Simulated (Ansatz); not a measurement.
## SiC: short molecular dynamics at 200 K

Computed with Ansatz, DFT PBE, scalar-relativistic, plane waves, PAW. Cutoff 420 eV, shifted (0.5, 0.5, 0.5 steps) 2×2×2 k-points, Fermi–Dirac smearing of 0.02 eV. The mesh is coarse. No spin polarisation.

16 atoms, starting at 1.00 times the perfect crystal's volume (space group P6_3mc, the cell as given, not relaxed at this level); Langevin thermostat at 200 K (friction 0.05 fs⁻¹), fixed cell; 119 steps of 2 fs. The run is short and not equilibrated.

First frame:

```xyz
16
Lattice="1.5380 2.6639 -5.0480 1.5380 2.6639 5.0480 3.0760 -5.3278 0.0000" Properties=species:S:1:pos:R:3 pbc="T T T"
Si    1.5380   -0.8880    0.0000
Si    3.0760   -3.5519    0.0000
Si    3.0760    1.7759    0.0000
Si    4.6140   -0.8880    0.0000
Si    3.0760   -1.7759    2.5240
Si    1.5380    0.8880    2.5240
Si    3.0760   -1.7759   -2.5240
Si    1.5380    0.8880   -2.5240
C     3.0760    1.7759   -3.1045
C     4.6140   -0.8880   -3.1045
C     3.0760    1.7759    1.9435
C     4.6140   -0.8880    1.9435
C     4.6140    0.8880   -0.5805
C     3.0760    3.5519   -0.5805
C     3.0760   -1.7759   -0.5805
C     1.5380    0.8880   -0.5805
```

- Mean temperature over the second half: 201 K
- Mean pressure over the second half (kinetic part included): 4.0 GPa
- Mean potential energy above the perfect crystal (as given, at volume ratio 1; besides heat the difference comes from the crystal's own forces of up to 0.75 eV/Å and pressure of 3.7 GPa; its own run had another smearing, without effect beside its gap): 16 meV/atom
- Mean-square drift of C from first to last step (mean shift of all atoms removed): 0.01 Å²
- Mean-square drift of Si from first to last step (mean shift of all atoms removed): 0.00 Å²

Pair distribution functions g(r), second half of the run, up to half the cell's height:

```csv
r (Å),C-Si
1.75,0.0
1.85,12.8
1.95,5.8
2.05,0.0
2.15,0.0
2.25,0.0
```

Along the run (potential energy from its first value; pressure with the kinetic part):

| t (fs) | T (K) | ΔE_pot (meV/atom) | P (GPa) |
| --- | --- | --- | --- |
| 0.0 | 188 | 0.0 | 3.9 |
| 8.0 | 128 | 6.4 | 4.0 |
| 16.0 | 163 | 12.8 | 4.1 |
| 24.0 | 178 | 11.8 | 4.0 |
| 32.0 | 180 | 11.9 | 4.0 |
| 40.0 | 209 | 12.7 | 4.1 |
| 48.0 | 232 | 14.8 | 4.1 |
| 56.0 | 274 | 15.8 | 4.0 |
| 64.0 | 212 | 24.4 | 4.0 |
| 72.0 | 202 | 22.8 | 4.0 |
| 80.0 | 193 | 16.3 | 3.8 |
| 88.0 | 148 | 25.5 | 4.0 |
| 96.0 | 234 | 16.4 | 4.1 |
| 104.0 | 191 | 17.9 | 4.1 |
| 112.0 | 204 | 15.7 | 4.0 |
| 120.0 | 160 | 17.0 | 4.0 |
| 128.0 | 296 | 14.5 | 4.1 |
| 136.0 | 228 | 19.5 | 4.1 |
| 144.0 | 168 | 24.2 | 4.0 |
| 152.0 | 176 | 22.0 | 4.0 |
| 160.0 | 170 | 14.0 | 3.9 |
| 168.0 | 226 | 10.0 | 3.9 |
| 176.0 | 238 | 8.6 | 4.1 |
| 184.0 | 112 | 16.4 | 4.1 |
| 192.0 | 172 | 13.2 | 4.0 |
| 200.0 | 173 | 13.1 | 4.0 |
| 208.0 | 205 | 16.0 | 4.1 |
| 216.0 | 252 | 18.1 | 4.2 |
| 224.0 | 278 | 14.6 | 4.2 |
| 232.0 | 243 | 17.9 | 4.1 |